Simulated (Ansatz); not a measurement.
Runs of Ansatz 0.2.0 on SiC. It takes space group P6_3mc (No. 186, hexagonal). The conventional cell has a = 3.076 Å, b = 3.076 Å, c = 10.071 Å, α = 90.00°, β = 90.00°, γ = 120.00°. Si (site symmetry 3m) has 4 C at 1.88 to 1.89 Å as nearest neighbours. Si (site symmetry 3m) has 4 C at 1.88 to 1.89 Å as nearest neighbours. C (site symmetry 3m) has 4 Si at 1.88 to 1.89 Å as nearest neighbours. C (site symmetry 3m) is surrounded by 4 Si at 1.88 to 1.89 Å. The cell is a database's computed one.

| task | level | points for each segment of the path | gap on the mesh (eV) | pressure (GPa) | V0 of scaled cells (Å³/atom) | B0 (GPa) |
| --- | --- | --- | --- | --- | --- | --- |
| equation of state | rPW86-PBE | - | - | - | (a) | 201 |
| band structure | SVWN5 | 10 | 2.18 | -4.0 | - | - |
| band structure | BLYP | 10 | 2.53 | 8.5 | - | - |
| band structure | PBEsol | 10 | 2.12 | 0.5 | - | - |
| equation of state | PBEsol+D4 | - | - | - | 10.22 | 226 |
| equation of state | BLYP+D4 | - | - | - | (c) | (b) |

Alike in all rows: potentials or basis Ansatz PAW; no spin polarisation; cell as given; k mesh 10 × 10 × 3; cutoff (eV) 420; smearing fermi-dirac 0.05 eV.

Question: Estimate the missing entries.

Answer: (a) 10.68; (b) 212; (c) 10.30.

Caveats: the cell was scaled at fixed shape and fractional positions, which overstates the stiffness of a crystal with free parameters, most of all of layers and chains (some runs); the PAW data sets come from PBE, with cores solved anew for the run's functional, which leaves a small shift of forces and pressure (some runs); the potentials were made for another functional, which shifts forces and pressure (some runs).

Runs at the PBE level aren't shown here.
